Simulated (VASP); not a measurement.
An input for Ansatz (written as the equivalent of a VASP run, and not itself run):

Ansatz 0.2 input:
```yaml
crystal:
  lattice:
    - [3.6285010, 0.0000000, 0.0000000]
    - [-1.8142500, 3.1423740, 0.0000000]
    - [0.0000000, 0.0000000, 3.8746840]
  atoms:
    - { symbol: Li, position: [0.0000000, 0.0000000, 0.5000000] }
    - { symbol: Li, position: [0.3333330, 0.6666670, 0.0000000] }
    - { symbol: Li, position: [0.6666670, 0.3333330, 0.0000000] }
    - { symbol: N, position: [0.0000000, 0.0000000, 0.0000000] }
kpoints:
  mp_grid: { grid: [1, 1, 1], shift: [0.5, 0.5, 0.5] }
hamiltonian:
  xc: pbe
  pseudopotentials: { kind: paw }
scf:
  occupations: { method: gaussian, width: 0.01 }
  max_iter: 100
output: { forces: true, stress: true, eigenvalues: true }
```

Q: Write the VASP files for the same calculation (PBE).

A: This is not unique; one that fits is 
### INCAR
```
SYSTEM = Li3N
PREC = Accurate
ENCUT = 400
EDIFF = 1E-6
NELM = 100
ALGO = Normal
LREAL = .FALSE.
LASPH = .TRUE.
ISMEAR = 0
SIGMA = 0.01
GGA = PE
LWAVE = .FALSE.
LCHARG = .FALSE.
ISIF = 2
```

**POSCAR**
```
Li3N
7.7493680
  0.4682318610   0.0000000000   0.0000000000
 -0.2341158660   0.4055006808   0.0000000000
  0.0000000000   0.0000000000   0.5000000000
Li N
3 1
Cartesian
  0.0000000000   0.0000000000   0.2500000000
 -0.0000001911   0.2703339224   0.0000000000
  0.2341161861   0.1351667584   0.0000000000
  0.0000000000   0.0000000000   0.0000000000
```

File KPOINTS:
```
Automatic
0
G
  1 1 1
0.5 0.5 0.5
```

POTCAR, in this order: Li_sv N (PBE.64 set). Program: vasp_std.

What does not carry over: each code has its own PAW files, so the cut-off isn't converted (ENCUT is set for VASP's; basis.ecutwfc is left out, and Ansatz then takes the one that its files recommend); Ansatz stops its SCF on the density residual and VASP on the energy change (EDIFF).

The structure comes from a computed database's Li3N entry; how it stands against other phases isn't given here. The cell was not relaxed at this level. The k-mesh is coarse (spacing up to 2.00 per Å, 2π included), so the numbers may not be converged in it. The run is one of a series of settings (KPOINTS 1×1×1 Γ-centred mesh shifted by (0.5, 0.5, 0.5) against the base run), some of them coarse on purpose.
